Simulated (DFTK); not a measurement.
# HfO2 (Fm-3m) in DFTK: notebook

One crystal, HfO2, is run at these levels: PBE; tasks: relaxation of cell and atoms.

All numbers are computed with DFTK 0.8.2; they aren't measurements. Logs are shortened: lines on timing, memory, paths and dates and some standing lists are left out, and cuts for length are marked.

## 1. The crystal as given

It takes space group Fm-3m (No. 225, cubic). The conventional cell has a = 5.115 Å, b = 5.115 Å, c = 5.115 Å, α = 90.00°, β = 90.00°, γ = 90.00°. Hf (site symmetry m-3m) has 8 O at 2.21 Å as nearest neighbours. O (site symmetry -43m) is surrounded by 4 Hf at 2.21 Å.

Measurements of this composition are mostly on another form, of space group No. 14.

## 2. Relaxation of cell and atoms, PBE, target pressure 10 GPa, at which the enthalpy is minimised

The input, run.jl:

```julia
using DFTK
using PseudoPotentialData
using Unitful, UnitfulAtomic
using LinearAlgebra, Printf
include("save.jl")
disable_threading()

# lattice vectors are the columns
lattice = austrip(1u"Å") * [           0.0         2.5575         2.5575;
                   2.5575            0.0         2.5575;
                   2.5575         2.5575            0.0]
symbols   = [:Hf, :O, :O]
positions = [[0.0, 0.0, 0.0],
             [0.75, 0.75, 0.75],
             [0.25, 0.25, 0.25]]
pseudopotentials = PseudoFamily("dojo.nc.sr.pbe.v0_4_1.standard.upf")
elements = Dict(s => ElementPsp(s, pseudopotentials) for s in unique(symbols))
atoms    = [elements[s] for s in symbols]

build_model(lattice, positions; symmetries=true) =
    model_DFT(lattice, atoms, positions;
              functionals=PBE(),
              temperature=austrip(0.05u"eV"),
              smearing=Smearing.FermiDirac(),
              kinetic_blowup=BlowupCHV(),
              symmetries)
Ecut  = 48.0  # hartree
kgrid = [6, 6, 6]
tol   = 1e-6
to_GPa = ustrip(uconvert(u"GPa", 1u"hartree/bohr^3"))

model0 = build_model(lattice, positions)
model  = model0
basis0 = PlaneWaveBasis(model; Ecut, kgrid)
display(basis0)
results["steps"] = []
previous = Ref{Any}(nothing)
n = 3
w = 3sqrt(n)  # weight of the strain variables
pressure = 10.0 / to_GPa  # target
unpack(x) = (DFTK.voigt_strain_to_full(x[3n+1:end] / w) * lattice, [lattice \ x[3i-2:3i] for i in 1:n])

function energy_gradient(x)
    cell, pos = unpack(x)
    model = build_model(cell, pos; symmetries=model0.symmetries)
    basis = PlaneWaveBasis(model; Ecut, kgrid, basis0.fft_size)
    ρ0 = isnothing(previous[]) ? guess_density(basis) : previous[].ρ * previous[].basis.dvol / basis.dvol
    scfres = self_consistent_field(basis;
                                   tol,
                                   ρ=ρ0,
                                   nbandsalg=AdaptiveBands(model; n_bands_converge=17),
                                   callback=identity)
    previous[] = scfres
    forces = compute_forces_cart(scfres)
    G = -vcat([lattice' \ (cell' * f) for f in forces]...)
    stress = compute_stresses_cart(scfres)
    σ = (stress + pressure * I) / DFTK.voigt_strain_to_full(x[3n+1:end] / w)'
    G = vcat(G, model.unit_cell_volume * DFTK.full_stress_to_voigt((σ + σ') / 2) / w)
    @printf "step %3d  F = %.8f Ha  max force = %.5f eV/Å  p = %8.4f GPa  V = %.4f Å^3  SCF %d\n" length(results["steps"]) scfres.energies.total ustrip(auconvert(u"eV/Å", maximum(norm, forces))) (-tr(stress) / 3 * to_GPa) ustrip(auconvert(u"Å^3", model.unit_cell_volume)) scfres.n_iter
    push!(results["steps"], Dict("total" => scfres.energies.total, "cell" => rows(eachcol(cell)), "frac" => rows(pos), "forces" => rows(forces), "n_iter" => scfres.n_iter, "stress" => rows(eachrow(stress))))
    scfres.energies.total + pressure * model.unit_cell_volume, G
end

x0 = vcat([lattice * p for p in positions]..., zeros(6))
gtol = 2e-4
function bfgs(x; maxsteps, maxmove=0.3)
    H = Matrix(0.3I, length(x), length(x))  # start Hessian, hartree/bohr^2
    _, g = energy_gradient(x)
    for step in 1:maxsteps
        maximum(abs, g) < gtol && return x, true
        λ, V = eigen(Symmetric(H))
        dx = -V * ((V' * g) ./ abs.(λ))
        dx *= min(1, maxmove / maximum(abs, dx))
        x += dx
        _, gnew = energy_gradient(x)
        dg, Hdx = gnew - g, H * dx
        H += dg * dg' / dot(dg, dx) - Hdx * Hdx' / dot(dx, Hdx)
        g = gnew
    end
    x, maximum(abs, g) < gtol
end
x, relaxed = bfgs(x0; maxsteps=30)
println(relaxed ? "Gradient converged" : "Stopped without reaching the gradient tolerance")
scfres = previous[]
cell, pos = unpack(x)
println("Final lattice vectors (Å)")
display(round.(ustrip.(auconvert.(u"Å", cell')); digits=6))
println("Final reduced positions")
foreach((s, p) -> println(s, "  ", round.(p; digits=6)), symbols, pos)
results["relaxed"] = relaxed
display(scfres.energies)
@printf "Fermi level: %.6f eV\n" ustrip(auconvert(u"eV", something(scfres.εF, NaN)))
forces = compute_forces_cart(scfres)
println("Forces (eV/Å)")
for (s, f) in zip(symbols, forces)
    @printf "%-3s %12.6f %12.6f %12.6f\n" s ustrip.(auconvert.(u"eV/Å", f))...
end
stress = compute_stresses_cart(scfres)
println("Stress (GPa)")
display(round.(stress * to_GPa; digits=4))
println("Levels at the first k-point (eV): ", round.(ustrip.(auconvert.(u"eV", scfres.eigenvalues[1][1:scfres.n_bands_converge])); digits=4))
save_scf!(scfres; forces, stress)
```

Potentials or basis: dojo.nc.sr.pbe.v0_4_1.standard.upf (PBE).

Started as:

```console
> julia --threads=1 run.jl  # save.jl only writes the numbers to a file and isn't shown; printed stress counts tension as positive; times include loading and compiling
```

What it wrote:

```text
PlaneWaveBasis discretization:

    Ecut                 : 48.0 Ha
    fft_size             : (45, 45, 45), 91125 total points
    kgrid                : MonkhorstPack([6, 6, 6])
    num.   red. kpoints  : 216
    num. irred. kpoints  : 16

    Discretized Model(gga_x_pbe+gga_c_pbe, 3D):
        lattice (in Bohr)    : [0         , 4.83297   , 4.83297   ]
                               [4.83297   , 0         , 4.83297   ]
                               [4.83297   , 4.83297   , 0         ]
        unit cell volume     : 225.77 Bohr³

        atoms                : HfO₂
        pseudopot. family    : PseudoFamily("dojo.nc.sr.pbe.v0_4_1.standard.upf")

        num. electrons       : 24
        spin polarization    : none
        temperature          : 0.0018375 Ha
        smearing             : DFTK.Smearing.FermiDirac()

        terms                : Kinetic(, blowup=BlowupCHV())
                               AtomicLocal()
                               AtomicNonlocal()
                               Ewald(nothing)
                               PspCorrection()
                               Hartree()
                               Xc(gga_x_pbe, gga_c_pbe)
                               Entropy()
step   0  F = -89.70476528 Ha  max force = 0.00000 eV/Å  p =  -4.7684 GPa  V = 33.4562 Å^3  SCF 14
step   1  F = -89.70467073 Ha  max force = 0.00000 eV/Å  p =   5.7502 GPa  V = 32.0715 Å^3  SCF 8
step   2  F = -89.70369723 Ha  max force = 0.00000 eV/Å  p =  10.4096 GPa  V = 31.5441 Å^3  SCF 7
step   3  F = -89.70380408 Ha  max force = 0.00006 eV/Å  p =   9.9904 GPa  V = 31.5897 Å^3  SCF 6
Gradient converged
Final lattice vectors (Å)
3×3 Matrix{Float64}:
 0.0      2.50903  2.50903
 2.50903  0.0      2.50903
 2.50903  2.50903  0.0
Final reduced positions
Hf  [0.0, 0.0, 0.0]
O  [0.75, 0.75, 0.75]
O  [0.25, 0.25, 0.25]
Energy breakdown (in Ha):
    Kinetic             36.8703271
    AtomicLocal         -50.2537270
    AtomicNonlocal      -2.4869070
    Ewald               -68.5322779
    PspCorrection       3.8655286
    Hartree             13.5997880
    Xc                  -22.7665359
    Entropy             0.0000000

    total               -89.703804079805
Fermi level: 10.468921 eV
Forces (eV/Å)
Hf     -0.000000    -0.000000    -0.000000
O       0.000037     0.000037     0.000037
O      -0.000037    -0.000037    -0.000037
Stress (GPa)
3×3 StaticArraysCore.SMatrix{3, 3, Float64, 9} with indices SOneTo(3)×SOneTo(3):
 -9.9904   0.0      0.0
  0.0     -9.9904   0.0
  0.0      0.0     -9.9904
Levels at the first k-point (eV): [-52.4587, -20.9554, -20.9554, -20.9554, -10.3448, -7.1237, 2.9799, 2.9799, 2.9799, 7.8848, 7.8848, 7.8848, 12.5235, 12.5235, 14.6248, 19.3466, 19.3466]
```

It took 4.9 min on 1 thread of Intel Xeon 6975P-C (Granite Rapids), shared host; peak memory 1.9 GiB.

What came out:

* Free energy: -2440.9649 eV
* Relaxed volume: 10.53 Å³/atom
* Relaxed cell: a = 3.548 Å, b = 3.548 Å, c = 3.548 Å, α = 60.00°, β = 60.00°, γ = 60.00°
* Space group after relaxing (to 0.05 Å): Fm-3m (No. 225)
* Pressure after relaxing: 10.0 GPa
* Band gap on the k mesh: 3.92 eV, direct

Step by step:
```
step  energy change (eV)  largest force (eV/Å)  pressure (GPa)  volume (Å³)
   1              0.0000                0.0000           -4.77        33.46
   2              0.0026                0.0000            5.75        32.07
   3              0.0291                0.0000           10.41        31.54
   4              0.0262                0.0001            9.99        31.59
```

Final structure:
```
Hf O
1.0
     0.00000    2.50903    2.50903
     2.50903    0.00000    2.50903
     2.50903    2.50903    0.00000
Hf O
1 2
Cartesian
  0.0000 0.0000 0.0000
  3.7635 3.7635 3.7635
  1.2545 1.2545 1.2545
```

Levels at points of the mesh, in eV from the valence-band top:
| k point | band 9 | band 10 | band 11 | band 12 | band 13 | band 14 | band 15 | band 16 |
| --- | --- | --- | --- | --- | --- | --- | --- | --- |
| (0.00, 0.00, 0.00) | -5.53 | -0.62 | -0.62 | -0.62 | 4.02 | 4.02 | 6.12 | 10.84 |
| (-0.50, 0.00, 0.00) | -3.10 | -2.78 | -1.86 | -1.86 | 4.78 | 4.78 | 7.33 | 9.18 |
| (-0.50, -0.50, 0.00) | -3.52 | -1.60 | -1.60 | 0.00 | 3.92 | 5.74 | 6.97 | 8.47 |

Caveat: spin-orbit coupling is left out, which moves the levels of the heavy elements.

## 3. Relaxation of cell and atoms, PBE, target pressure 20 GPa, at which the enthalpy is minimised

run.jl, as its differences from that of step 2:

```diff
@@ -39,3 +39,3 @@
 w = 3sqrt(n)  # weight of the strain variables
-pressure = 10.0 / to_GPa  # target
+pressure = 20.0 / to_GPa  # target
 unpack(x) = (DFTK.voigt_strain_to_full(x[3n+1:end] / w) * lattice, [lattice \ x[3i-2:3i] for i in 1:n])
```

Potentials or basis: dojo.nc.sr.pbe.v0_4_1.standard.upf (PBE).

Started as:

```console
> julia --threads=1 run.jl  # save.jl only writes the numbers to a file and isn't shown; printed stress counts tension as positive; times include loading and compiling
```

Wall time 4.8 min (1 thread of Intel Xeon 6975P-C (Granite Rapids), shared host); peak memory 2 GiB.

It converged, with:

```yaml
Free_energy: -2440.8716 eV
Relaxed_volume: 10.19 Å³/atom
Relaxed_cell: a = 3.510 Å, b = 3.510 Å, c = 3.510 Å, α = 60.00°, β = 60.00°, γ = 60.00°
Space_group_after_relaxing_to_0.05_Å: Fm-3m (No. 225)
Pressure_after_relaxing: 20.0 GPa
Band_gap_on_the_k_mesh: 4.01 eV, direct
```

The path:
```tsv
step	energy change (eV)	largest force (eV/Å)	pressure (GPa)	volume (Å³)
1	0.0000	0.0000	-4.77	33.46
2	0.0587	0.0000	14.10	31.16
3	0.1300	0.0000	20.88	30.50
4	0.1194	0.0001	19.98	30.58
```

Final structure:
```cif
data_structure
_symmetry_space_group_name_H-M 'P 1'
_symmetry_Int_Tables_number 1
_cell_length_a 3.5102
_cell_length_b 3.5102
_cell_length_c 3.5102
_cell_angle_alpha 60.000
_cell_angle_beta 60.000
_cell_angle_gamma 60.000
_cell_volume 30.58
loop_
_atom_site_label
_atom_site_type_symbol
_atom_site_fract_x
_atom_site_fract_y
_atom_site_fract_z
_atom_site_occupancy
Hf1 Hf 0.00000 0.00000 0.00000 1
O1 O 0.75000 0.75000 0.75000 1
O2 O 0.25000 0.25000 0.25000 1
```

Levels at points of the mesh, in eV from the valence-band top:
```
             k point  band 10  band 11  band 12  band 13  band 14  band 15
  (0.00, 0.00, 0.00)    -0.64    -0.64    -0.64     4.09     4.09     6.38
 (-0.50, 0.00, 0.00)    -2.85    -1.90    -1.90     4.90     4.90     7.66
(-0.50, -0.50, 0.00)    -1.66    -1.66     0.00     4.01     5.91     7.29
```

Caveat: spin-orbit coupling is left out, which moves the levels of the heavy elements.

## 4. The reference run

An earlier run on the cell as given: functional PBEsol; potentials or basis dojo.nc.sr.pbesol.v0_4_1.standard.upf (PBEsol); cutoff 1143 eV; k mesh 9 × 9 × 9; occupations fermi-dirac, width 0.05 eV; no spin polarisation.

- Pressure: -13.1 GPa
- Band gap on the k mesh: 3.75 eV, indirect (least direct gap 3.87 eV)

## 5. The runs side by side

```csv
task,level,potentials or basis,cell,k mesh,cutoff (eV),kinetic blow-up at the cutoff (BlowupCHV),most ionic steps,gradient tolerance,gap on the mesh (eV),pressure (GPa)
relaxation of cell and atoms,PBE,dojo.nc.sr.pbe.v0_4_1.standard.upf (PBE),relaxed to 10 GPa,6 × 6 × 6,1306,yes,30,0.0002 Ha/bohr,3.92,10.0
relaxation of cell and atoms,PBE,dojo.nc.sr.pbe.v0_4_1.standard.upf (PBE),relaxed to 20 GPa,6 × 6 × 6,1306,yes,30,0.0002 Ha/bohr,4.01,20.0
single point,PBEsol,dojo.nc.sr.pbesol.v0_4_1.standard.upf (PBEsol),as given,9 × 9 × 9,1143,-,-,-,3.75,-13.1
```

Alike in all rows: no spin polarisation; smearing fermi-dirac 0.05 eV.

Caveats: spin-orbit coupling is left out, which moves the levels of the heavy elements; an odd mesh through Γ misses points on the zone boundary, where band edges often lie (some runs).

Absolute energies hang on the potentials; compare differences alone.
